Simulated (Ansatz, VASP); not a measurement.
# SiC30 in two plane-wave programs, part 2 of 2

One calculation is typed for both programs; each brings its own data sets. How far apart do they land? The cell is taken from a series of runs on this material, whose earlier steps may have relaxed, scaled, displaced or heated it; both programs get it as it stands.

VASP 6.6.1 and Ansatz 0.2.0.

So far: Starting point; Ansatz: single point, HSE06.

In doubt: the hybrid run may have settled on a false gap or state (step 2), so the values of those runs are not to be relied on; a hybrid run on one k-point (step 2), which bears on gaps, levels and energies.

### 3. VASP: single point, HSE06

Level of this step: HSE06, spin-polarised from a ferromagnetic start; plane waves and PAW (C, Si) (VASP).

The same cell, functional, mesh and smearing now go to VASP, with its own data sets.

Lines of VASP's logs that name or quote its potential files are left out, and so is its time.

The run reads the wave functions of an earlier VASP run, which isn't shown here.

The input, INCAR:

```
SYSTEM = SiC30
PREC = Accurate
ENCUT = 520
EDIFF = 1E-06
NELM = 100
ISMEAR = -1
SIGMA = 0.01
LREAL = Auto
ALGO = Normal
LHFCALC = .TRUE.
AEXX = 0.25
GGA = PE
HFSCREEN = 0.208
LASPH = .TRUE.
NELECT = 125
NBANDS = 84
ISPIN = 2
MAGMOM = 0.01 0.06 0.01 0 0.01 0.01 0.06 0.06 0.01 0.01 0.01 0.01 0 0 0.01 0.01 0.01 0 0 0.01 0.01 0.01 0.01 0.06 0.06 0.01 0.01 0 0.01 0.06 0.01
PRECFOCK = Fast
LORBIT = 11
LWAVE = .FALSE.
LCHARG = .FALSE.
ISIF = 2
NUPDOWN = 1
```

The input, POSCAR:

```
SiC30
1.0
   -3.5715817552      3.5715817552      3.5715817552
    3.5715817552     -3.5715817552      3.5715817552
    3.5715817552      3.5715817552     -3.5715817552
C Si
30 1
Direct
    0.0004352174      0.0005371009      0.5000000000
    0.9992391517      0.2376399031      0.2376399031
    0.0004352174      0.5000000000      0.0005371009
    0.9949498021      0.7473208907      0.7473208907
    0.2470200854      0.9960422201      0.2474607107
    0.2470200854      0.2474607107      0.9960422201
    0.2615992487      0.5000000000      0.7623600969
    0.2615992487      0.7623600969      0.5000000000
    0.4998981165      0.9994628991      0.9994628991
    0.4995593746      0.2485815093      0.7525392893
    0.4995593746      0.7525392893      0.2485815093
    0.7509778653      0.0039577799      0.7514184907
    0.7476289114      0.2526791093      0.5000000000
    0.7476289114      0.5000000000      0.2526791093
    0.7509778653      0.7514184907      0.0039577799
    0.9990332061      0.9960424326      0.2485815533
    0.9990332061      0.2485815533      0.9960424326
    0.0023826055      0.5000000000      0.7473204413
    0.0023826055      0.7473204413      0.5000000000
    0.2501134788      0.0005371669      0.0005371669
    0.2504516528      0.2474608793      0.7514184467
    0.2504516528      0.7514184467      0.2474608793
    0.5029907735      0.0039575674      0.7525391207
    0.4884119210      0.2376399062      0.5000000000
    0.4884119210      0.5000000000      0.2376399062
    0.5029907735      0.7525391207      0.0039575674
    0.7495763119      0.9994628331      0.5000000000
    0.7550621642      0.2526795587      0.2526795587
    0.7495763119      0.5000000000      0.9994628331
    0.7507720148      0.7623600938      0.7623600938
    0.3750122786      0.5000000000      0.5000000000
```

The input, KPOINTS:

```
Automatic mesh
0
Gamma
1 1 1
0 0 0
```

Potentials, in the order of the species: C and Si (PBE family, release 64).

On the command line:

```bash
$ export OMP_NUM_THREADS=3
$ mpirun -np 1 vasp_gam
```

Numbers of over 12 decimals in the logs are rounded to 6 here.

Log:

```text
[banner, memory and clock lines left out]
running    1 mpi-ranks, on    1 nodes
[...]
Offloading initialized ...    1 GPUs detected
[...]
LDA part: xc-table for (Slater+PW92), standard interpolation
 found WAVECAR, reading the header
 POSCAR, INCAR and KPOINTS ok, starting setup
[...]
reading WAVECAR
 the WAVECAR file was read successfully
 initial charge from wavefunction
 entering main loop
       N       E                     dE             d eps       ncg     rms          rms(c)
DAV:   1    -0.304233942125E+03   -0.30423E+03   -0.39698E+00   336   0.770E+00    0.416E+00
DAV:   2    -0.304240491300E+03   -0.65492E-02   -0.59519E-02   384   0.888E-01    0.247E+00
DAV:   3    -0.304230923929E+03    0.95674E-02   -0.72969E-03   392   0.314E-01    0.146E+00
DAV:   4    -0.304319411899E+03   -0.88488E-01   -0.10595E-02   400   0.443E-01    0.153E+00
[...]
DAV:  11    -0.304451153128E+03    0.12563E-04   -0.14192E-05   396   0.160E-02    0.259E-02
DAV:  12    -0.304451150082E+03    0.30462E-05   -0.72896E-06   380   0.992E-03    0.151E-02
DAV:  13    -0.304451149565E+03    0.51660E-06   -0.29058E-06   264   0.501E-03
   1 F= -.30445115E+03 E0= -.30445115E+03  d E =-.195705E-11  mag=     1.0000
```

OUTCAR, selected parts (step 3):

```text
  Total       13.3944285     13.3944285     13.3944285     15.2687531    -15.2687531     15.2687531
  in kB      117.7586969    117.7586969    117.7586969    134.2370429   -134.2370429    134.2370429
  external PRESSURE =     117.7586969 kB  Pullay stress =       0.0000000 kB

 POSITION                                       TOTAL-FORCE (eV/Angst)
 -----------------------------------------------------------------------------------
      1.78615      1.78543     -1.78232        -0.008773      0.008773      0.010026
     -1.87136      3.56886      3.56886        -0.044556      0.004532      0.004532
      1.78615     -1.78232      1.78543        -0.008773      0.010026      0.008773
      1.78469      3.55354      3.55354         0.002278      0.008683      0.008683
      3.55902     -1.79137      3.55587        -0.006683     -0.009306     -0.034917
      3.55902      3.55587     -1.79137        -0.006683     -0.034917     -0.009306
      3.57430      1.87136     -0.00272        -0.004532      0.044556      0.004532
      3.57430     -0.00272      1.87136        -0.004532      0.004532      0.044556
      5.35390      1.78543      1.78543        -0.010026      0.008773      0.008773
      1.79137      3.58414     -0.01571         0.009306      0.006683     -0.034917
      1.79137     -0.01571      3.58414         0.009306     -0.034917      0.006683
      0.01571      5.35180      0.01256         0.034917     -0.009306      0.006683
      0.01804      3.55354      1.78689        -0.008683      0.008683     -0.002278
      0.01804      1.78689      3.55354        -0.008683     -0.002278      0.008683
[...]
-----------------------------------------------------------------------------------
    total drift:                               -0.000960      0.001363      0.001469

  FREE ENERGIE OF THE ION-ELECTRON SYSTEM (eV)
  ---------------------------------------------------
  free  energy   TOTEN  =      -304.4511495654 eV

  energy  without entropy=     -304.4511495654  energy(sigma->0) =     -304.45114957

 magnetization (x)
# of ion       s       p       d       tot
------------------------------------------
    1        0.001   0.013   0.000   0.014
    2        0.006   0.064   0.000   0.070
    3        0.001   0.013   0.000   0.014
    4       -0.000   0.003   0.000   0.003
    5        0.000   0.017   0.000   0.017
    6        0.000   0.017   0.000   0.017
    7        0.006   0.064   0.000   0.070
    8        0.006   0.064   0.000   0.070
    9        0.001   0.013   0.000   0.014
   10        0.000   0.017   0.000   0.017
   11        0.000   0.017   0.000   0.017
   12        0.000   0.017   0.000   0.017
   13       -0.000   0.003   0.000   0.003
[...]
--------------------------------------------------
tot          0.034   0.663   0.000   0.698

[... 3 further parts left out ...]
[key lines of the parts left out:]
E-fermi :  10.9854
```

The run ends at a pressure of 11.78 GPa, with forces up to 0.045 eV/Å.

### 4. Differences

Known differences besides the potentials themselves: exact exchange at q = 0 is treated differently, which shows on coarse meshes; VASP keeps PBE cores, Ansatz makes them for the functional; the cutoff is 420 eV in Ansatz and 520 eV in VASP (PREC = Accurate, projectors in real space); VASP takes a coarser grid for exact exchange (PRECFOCK = Fast); site moments are counted in spheres of each program's own size. Total energies have different zeros and are not compared.

Compared:

```tsv
quantity	Ansatz	VASP	difference
total moment, fixed by the input (μB)	1.00	1.00	0.00
moment on C2 (μB)	0.06	0.07	-0.01
moment on C8 (μB)	0.06	0.07	-0.01
moment on C7 (μB)	0.06	0.07	-0.01
moment on C24 (μB)	0.06	0.07	-0.01
moment on C25 (μB)	0.06	0.07	-0.01
moment on C30 (μB)	0.06	0.07	-0.01
```

At this near-relaxed geometry the largest component of a force difference is 44 meV/Å. The cell carries a charge of -1 e against a uniform background, so its pressure also hangs on how the neutralising background is counted, and in a defect's cell a gap may be the spacing between its levels.

### 5. Results

| Property | Result |
| --- | --- |
| r.m.s. force difference (single point, HSE06) | 16 meV/Å |

**Reading.** The r.m.s. force difference is 16 meV/Å (single point, HSE06), beyond the 12 meV/Å picked in this series as the mark of a large difference. What causes the difference of the single point, HSE06 pair stays open here. Such differences can come from data sets, numerical settings and the points named under the comparisons, not from the functional's error against experiment.

[Lines on the potential files, build, host, timing and source positions are cut from VASP's logs without a mark.]

[Logs are printed without paths, hosts, clocks, repeated set-up lines and the standing remarks that a program may print on its own settings, such as how far it seeks lower states.]

[Hosts, paths, dates, database ids (printed as entryN), source tags and the programs' standing remarks are cut or masked in the printed files.]
